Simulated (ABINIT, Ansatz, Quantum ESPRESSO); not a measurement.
**W and the functional, program beside program**

It takes space group Im-3m (No. 229, cubic). Conventional cell: a = 3.165 Å, b = 3.165 Å, c = 3.165 Å, α = 90.00°, β = 90.00°, γ = 90.00°. W (site symmetry m-3m) has 8 W at 2.74 Å as nearest neighbours.

Kept alike: task band structure; k mesh 12 × 12 × 12; occupations fermi-dirac, width 0.05 eV; no spin polarisation. The mesh is that of the run's cell of 1 atom. No spin-orbit coupling.

- A: ABINIT, JTH PAW PBE v2.0, made for PBE, cutoff 517 eV
- B: Ansatz, all-electron LAPW, scalar-relativistic
- C: Quantum ESPRESSO, SG15 PBE 1.2, made for PBE, cutoff 1020 eV

```csv
functional,A: pressure (GPa),B: pressure (GPa),C: pressure (GPa)
LDA,-8.27,-8.89,-17.78
PBE,6.08,5.90,6.18
PBEsol,-2.46,-2.95,-4.32
```

Pressure is positive in compression; plane-wave values hold the error of the finite cutoff. Values on potentials made for another functional: A at LDA, PBEsol; C at LDA, PBEsol. For a metal such a mesh leaves the last digits unconverged.

Question: How large is the effect of the functional, and do the programs agree on it?

Answer: From LDA to PBE the pressure moves by +14.35 in A, +14.79 in B, +23.96 in C (GPa). Row by row the programs differ by 0.28 to 9.51, and the shifts point the same way but differ by 40 % of the larger. Shifts from LDA: PBE +14.35, +14.79, +23.96; PBEsol +5.81, +5.94, +13.46; the programs' shifts differ by up to 9.61.
